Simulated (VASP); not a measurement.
Set up this calculation in VASP 6.6.1, as the native input.

| Property | Result |
| --- | --- |
| Task | single point |
| Functional | PBE |
| Potentials or basis | VASP PAW PBE potentials, release 64 (V_sv) |
| Cutoff | 520 eV |
| k mesh | 12 × 12 × 12 |
| Occupations | gaussian, width 0.02 eV |
| Spin | collinear spin, ferromagnetic start |
| Starting moments | [2.0] μB |
| Further INCAR settings | ALGO = Fast; EDIFF = 1e-07 |

The structure of V lies in POSCAR:

```
V
1.0
   -1.5143500000      1.5143500000      1.5143500000
    1.5143500000     -1.5143500000      1.5143500000
    1.5143500000      1.5143500000     -1.5143500000
V
1
Direct
    0.0000000000      0.0000000000      0.0000000000
```

One way to write it, as run:

INCAR

```
SYSTEM = V
  PREC = Accurate
  ENCUT = 520
  EDIFF = 1E-7
  ISMEAR = 0
  SIGMA = 0.02
  LREAL = .False.
  LASPH = .True.
  NELM = 120
  ALGO = Fast
  ISIF = 2
  LWAVE = .False.
  LCHARG = .False.
  ISPIN = 2
  MAGMOM = 2
  LORBIT = 11
  LMAXMIX = 4
  GGA = PE
```

KPOINTS

```
regular mesh
0
Gamma
  12 12 12
  0 0 0
```

Potentials or basis: VASP PAW PBE potentials, release 64 (V_sv).

Run with:

```sh
$ cat potpaw_PBE.64/V_sv/POTCAR > POTCAR
$ mpirun -np 1 vasp_std > vasp.out
```

It gave:

```json
{"Pressure": "-5.0 GPa", "Band gap on the k mesh": "none (metal or under the smearing width)", "Net moment": "0.13 μB per cell", "Site moments": "V +0.11 μB", "Valence electrons inside the program's atomic spheres": "V 11.60"}
```

Run time: 21 s on 1 thread of Intel(R) Xeon(R) Platinum 8488C (Sapphire Rapids), with other jobs on the host, peak memory 0.14 GiB.
